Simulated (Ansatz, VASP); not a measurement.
One calculation of TiC, two programs

File INCAR:

```
PREC = Accurate ; ENCUT = 520
EDIFF = 1E-6 ; ISMEAR = -1
SIGMA = 0.05 ; LREAL = F
LASPH = T ; NELM = 100
ALGO = Normal ; ISIF = 2
LWAVE = F ; LCHARG = F
GGA = PE ; NBANDS = 15
```

KPOINTS

```
Automatic mesh
0
Gamma
  10 10 10
```

File POSCAR:

```
TiC
1.0
    3.0420900000      0.0000000000      0.0000000000
   -1.5210400000      2.6345200000      0.0000000000
    0.0000000000      0.0000000000      2.6979700000
Ti C
1 1
Direct
   -0.0087300000     -0.0146400000      0.4851440000
    0.3230010000      0.6611010000      0.0203300000
```

File input.yaml:

```yaml
crystal:
  lattice:
    - [3.04209, 0.0, 0.0]
    - [-1.52104, 2.63452, 0.0]
    - [0.0, 0.0, 2.69797]
  atoms:
    - { symbol: Ti, position: [-0.00873, -0.01464, 0.485144] }
    - { symbol: C, position: [0.323001, 0.661101, 0.02033] }
hamiltonian:
  xc: pbe
  pseudopotentials: { kind: paw }
kpoints:
  mp_grid: { grid: [10, 10, 10] }
scf:
  occupations: { method: fermi_dirac, width: 0.05 }
output:
  forces: true
  stress: true
  eigenvalues: true
  write_density: true
  write_potential: true
  elf: true
  volumetric_format: npy
```

Change from the starting cell: atoms moved at random, drawn with an rms of 0.05 Å.

Alike in both runs: task single point; functional PBE; k mesh 10 × 10 × 10; occupations fermi-dirac, width 0.05 eV; no spin polarisation.

|  | VASP | Ansatz |
| --- | --- | --- |
| version | VASP 6.6.1 | Ansatz 0.2.0 |
| potentials or method | VASP PAW PBE potentials, release 64 (Ti_sv, C) | Ansatz PAW |
| plane-wave cutoff (eV) | 520 | 420 |
| valence electrons in the cell | 16 | 16 |

|  | VASP | Ansatz | Ansatz less VASP |
| --- | --- | --- | --- |
| gap on the k mesh at the Fermi level (eV) | none | none | - |
| pressure (GPa) | 1.1 | 1.0 | -0.09 |
| largest component of the traceless stress (GPa) | 0.96 | 0.95 | -0.010 |
| rms of the force components (eV/Å) | 0.136 | 0.136 | +0.0001 |

Atom by atom the forces differ by 0.001 eV/Å (rms over components). A gap of «none» marks a metal or a gap that the smearing closes.
